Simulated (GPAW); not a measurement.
Crystal: MgS.

```xyz
4
Lattice="4.0346 0.0000 0.0000 -2.0173 3.4941 0.0000 0.0000 0.0000 6.4323" Properties=species:S:1:pos:R:3 pbc="T T T"
S     2.0173    1.1647    5.6556
S     0.0000    2.3294    2.4394
Mg    0.0000    2.3294    6.4050
Mg    2.0173    1.1647    3.1888
```

The cell comes from a database or a generator and needn't be the stable form of this composition.

Base run:

| Property | Result |
| --- | --- |
| Program | GPAW 26.7.0 |
| Functional | r2SCAN |
| Potentials or basis | GPAW PAW data sets (gpaw-data 1.2.1) |
| Cutoff | 800 eV |
| Basis | pw |
| k mesh | 5 × 5 × 3 |
| Occupations | fermi-dirac, width 0.05 eV |
| Spin | no spin polarisation |

Its results: band gap on the k mesh 4.12 eV, direct; pressure 0.1 GPa; largest force 0.054 eV/Å.

Task: The run is repeated on the same cell with these changes: functional from r2SCAN to LDA; potentials or basis from GPAW PAW data sets (gpaw-data 1.2.1) to the program's PAW data sets (release 1.2.1) made for this functional. What comes out?

Result: Band gap on the k mesh 3.15 eV, direct; pressure -2.1 GPa; largest force 0.051 eV/Å.

Caveats: the PAW data sets were made with another functional, which shifts forces and pressure a little (some runs).

Not every run made on this cell is shown here.
